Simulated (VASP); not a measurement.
Wanted: the native input for a VASP 6.6.1 run.

| Property | Result |
| --- | --- |
| Task | single point |
| Functional | PBEsol |
| Potentials or basis | VASP PAW PBE potentials, release 64 (W_sv) |
| Cutoff | 520 eV |
| k mesh | 12 × 12 × 12 |
| Occupations | fermi-dirac, width 0.05 eV |
| Spin | no spin polarisation |
| Ladder | free |
| Further INCAR settings | ALGO = Normal; EDIFF = 1e-07; NBANDS = 13 |

The structure of W lies in POSCAR:

```
W
1.0
   -1.5448010000      1.6150760000      1.6310250000
    1.5711460000     -1.5452470000      1.5875410000
    1.5456960000      1.5461430000     -1.5611960000
W
1
Direct
    0.0109310000      0.0077030000      0.0229730000
```

The cell isn't the ideal one: cell strained at random at fixed volume.

The input as run:

INCAR

```
PREC = Accurate
ENCUT = 520
EDIFF = 1E-7
ISMEAR = -1
SIGMA = 0.05
LREAL = F
LASPH = T
NELM = 100
ALGO = Normal
ISIF = 2
LWAVE = F
LCHARG = F
GGA = PS
NBANDS = 13
```

KPOINTS

```
Automatic mesh
0
Gamma
  12 12 12
```

Potentials or basis: VASP PAW PBE potentials, release 64 (W_sv).

Launch:

```console
$ cat potpaw_PBE.64/W_sv/POTCAR > POTCAR
$ mpirun -np 1 vasp_std > vasp.out
```

Results of the run:

- Pressure: -2.1 GPa
- Band gap on the k mesh: none (metal or under the smearing width)

Caveat: the PAW data sets were made with another functional, which shifts forces and pressure a little.

Run time: 2.3 min on 1 thread of AMD EPYC 7R43 64-Core Processor (Zen 3), with other jobs on the host, peak memory 0.24 GiB.
